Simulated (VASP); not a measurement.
S:

```
CELL_PARAMETERS angstrom
1.63850 0.94599 0.86133
-1.63850 0.94599 0.86133
0.00000 -1.89198 0.86133
ATOMIC_POSITIONS crystal
S 0.00000 0.00000 0.00000
```

This isn't the form of S at room conditions, which is orthorhombic, of S8 rings.

- Program: VASP 6.6.1
- Task: relaxation of cell and atoms
- Functional: PBE
- Potentials or basis: VASP PAW PBE potentials, release 64 (S)
- Cutoff: 520 eV
- k mesh: 22 × 22 × 22
- Occupations: gaussian, width 0.1 eV
- Spin: no spin polarisation

At the start: pressure 214.1 GPa; volume 8.01 Å³/atom.

Q: Where does the relaxation end?

A: Over 15 steps the energy falls by 3272.3 meV/atom and the volume is 16.83 Å³/atom (+110.1 %); space group R-3m (No. 166, to 0.05 Å).

The path:
| step | energy change (eV) | largest force (eV/Å) | pressure (GPa) | volume (Å³) |
| --- | --- | --- | --- | --- |
| 1 | 0.0000 | 0.0000 | 214.14 | 8.01 |
| 2 | -2.1192 | 0.0000 | -15.51 | 27.94 |
| 3 | -3.0626 | 0.0000 | -1.01 | 16.04 |
| 4 | -3.0634 | 0.0000 | 0.04 | 15.84 |
| 5 | -3.1704 | 0.0000 | 0.44 | 16.03 |
| 6 | -3.2532 | 0.0000 | 2.61 | 16.16 |
| 7 | -3.2626 | 0.0000 | 3.86 | 16.15 |
| 8 | -3.2615 | 0.0000 | 4.64 | 16.10 |
| 9 | -3.2540 | 0.0000 | -4.78 | 17.84 |
| 10 | -3.2711 | 0.0000 | 0.18 | 16.83 |
| 11 | -3.2711 | 0.0000 | 0.25 | 16.82 |
| 12 | -3.2718 | 0.0000 | 0.20 | 16.82 |
| 13 | -3.2722 | 0.0000 | 0.14 | 16.83 |
| 14 | -3.2721 | 0.0000 | 0.02 | 16.83 |
| 15 | -3.2723 | 0.0000 | 0.09 | 16.83 |

Final structure:
```yaml
crystal:
  lattice:
    - [1.87550, 1.08282, 1.38124]
    - [-1.87550, 1.08282, 1.38124]
    - [0.00000, -2.16565, 1.38124]
  atoms:
    - { symbol: S, position: [0.00000, 0.00000, 0.00000] }
```

Caveat: the volume moved by over 15 % at a fixed basis, so the end points are rough; the volume moved by +110 % from the deposited cell, more than functionals usually miss.
